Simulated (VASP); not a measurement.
Write the native input for VASP 6.6.1 that does the following.

```
Task                   : dielectric tensor
Functional             : PBEsol
Potentials or basis    : VASP PAW PBE potentials, release 64 (Pb_d, F)
Cutoff                 : 600 eV
k mesh                 : 14 × 14 × 14
Occupations            : gaussian, width 0.03 eV
Spin                   : no spin polarisation
Monkhorst-Pack mesh    : yes
Further INCAR settings : ALGO = Normal; EDIFF = 1e-08
```

The structure of PbF2 (Fluorocronite) lies in POSCAR:

```
PbF2                                    
1.0
    0.0000000000      2.9462119400      2.9462119400
    2.9462119400      0.0000000000      2.9462119400
    2.9462119400      2.9462119400      0.0000000000
  Pb              F             
     1     2
Direct
     0.0000000000000000    0.0000000000000000    0.0000000000000000
     0.2500000000000000    0.2500000000000000    0.2500000000000000
     0.7500000000000000    0.7500000000000000    0.7500000000000000
```

These files were run (other wordings do the same):

INCAR

```
SYSTEM = PbF2
  PREC = Accurate
  ENCUT = 600
  EDIFF = 1E-8
  ISMEAR = 0
  SIGMA = 0.03
  LREAL = .FALSE.
  LASPH = .TRUE.
  NELM = 80
  ALGO = Normal
  ISIF = 2
  LWAVE = .FALSE.
  LCHARG = .FALSE.
  GGA = PS
  LEPSILON = .TRUE.
  KPAR = 2
```

KPOINTS

```
regular mesh
0
Monkhorst
  14 14 14
  0 0 0
```

Potentials or basis: VASP PAW PBE potentials, release 64 (Pb_d, F).

The run is started by

```bash
$ cat potpaw_PBE.64/Pb_d/POTCAR potpaw_PBE.64/F/POTCAR > POTCAR
$ mpirun -np 2 vasp_std > vasp.out
```

It gave:

The electronic dielectric tensor (diagonal) is 3.40. The born charges (mean of the diagonal) is Pb +3.21; F -1.61 e.

Run time: 32 min on 2 MPI ranks on AMD EPYC 9R45 96-Core Processor (Zen 5), with other jobs on the host, peak memory 1.8 GiB a rank.
